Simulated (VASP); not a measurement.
Sc, 1 atom in the cell. It takes space group I4/mmm (No. 139, tetragonal). Conventional cell: a = 3.860 Å, b = 3.860 Å, c = 3.458 Å, α = 90.00°, β = 90.00°, γ = 90.00°. Around Sc (site symmetry 4/mmm) lie 10 Sc at 3.23 to 3.46 Å. This isn't the form of Sc at room conditions, which is hcp.

```yaml
Program: VASP 6.6.1
Task: single point
Functional: r2SCAN
Dispersion: rVV10
Potentials_or_basis: VASP PAW PBE potentials, release 64 (Sc_sv)
Cutoff: 520 eV
k_mesh: 10 × 10 × 10
Occupations: fermi-dirac, width 0.1 eV
Spin: no spin polarisation
Hubbard_terms: Sc d U = 8.0 eV
Dipole_correction: no
Further_INCAR_settings: ALGO = Normal; EDIFF = 1e-06; NBANDS = 12
```

Potentials or basis: VASP PAW PBE potentials, release 64 (Sc_sv).

Command:

```bash
$ cat potpaw_PBE.64/Sc_sv/POTCAR > POTCAR
$ cp INCAR.step1 INCAR
$ mpirun -np 1 vasp_std > vasp.out
$ cp INCAR.step2 INCAR
$ mpirun -np 1 vasp_std > vasp.out
```

Hardware: 1 thread of AMD EPYC 9R45 96-Core Processor (Zen 5), with other jobs on the host.

Problem. Estimate the wall time of this run.

Solution. Wall time 60 s on 1 thread of AMD EPYC 9R45 96-Core Processor (Zen 5), on a shared host, peak memory 0.2 GiB. Counts: scf iterations 8, k points 102.
